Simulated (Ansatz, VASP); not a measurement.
Two plane-wave programs on HfC

Contents of INCAR:

```
SYSTEM = HfC
  PREC = Accurate
  ENCUT = 520
  EDIFF = 1E-6
  ISMEAR = 0
  SIGMA = 0.1
  LREAL = .FALSE.
  LASPH = .TRUE.
  NELM = 60
  ALGO = Normal
  ISIF = 2
  LWAVE = .FALSE.
  LCHARG = .FALSE.
  GGA = PS
  NBANDS = 14
```

Contents of KPOINTS:

```
Automatic mesh
0
G
  16 16 16
  0 0 0
```

Contents of POSCAR:

```
HfC
1.0
    0.0000000000      2.2803895019      2.2803895019
    2.2803895019      0.0000000000      2.2803895019
    2.2803895019      2.2803895019      0.0000000000
Hf C
1 1
Direct
    0.5000000000      0.5000000000      0.5000000000
    0.0000000000      0.0000000000      0.0000000000
```

Input for Ansatz:

```yaml
crystal:
  lattice:
    - [0.0, 2.2803895017, 2.2803895017]
    - [2.2803895017, 0.0, 2.2803895017]
    - [2.2803895017, 2.2803895017, 0.0]
  atoms:
    - { symbol: Hf, position: [0.5, 0.5, 0.5] }
    - { symbol: C, position: [0.0, 0.0, 0.0] }
basis:
  ecutwfc: 420
kpoints:
  mp_grid: { grid: [16, 16, 16] }
hamiltonian:
  xc: pbesol
scf:
  occupations: { method: gaussian, width: 0.1 }
output:
  forces: true
  stress: true
  eigenvalues: true
```

Alike in both runs: task single point; functional PBEsol; k mesh 16 × 16 × 16; occupations gaussian, width 0.1 eV; no spin polarisation.

|  | VASP | Ansatz |
| --- | --- | --- |
| version | VASP 6.6.1 | Ansatz 0.2.0 |
| potentials or method | VASP PAW PBE potentials, release 64 (Hf_pv, C) | scalar-relativistic, plane waves, PAW |
| plane-wave cutoff (eV) | 520 | 420 |
| valence electrons in the cell | 14 | 30 |

Ansatz gave:

```
gap on the k mesh at the Fermi level (eV) : none
pressure (GPa)                            : 8.0
```

Question: Estimate VASP's values.

Answer: gap on the k mesh at the Fermi level (eV): none; pressure (GPa): 7.8.

A gap of «none» marks a metal or a gap that the smearing closes. With one functional, cell and mesh, what is left measures potentials, basis and numerics. The two sets of potentials don't hold the same shells in valence.

Caveats: the PAW data sets were made with another functional, which shifts forces and pressure a little (VASP). Spin-orbit coupling is left out, which matters for the levels of Hf.
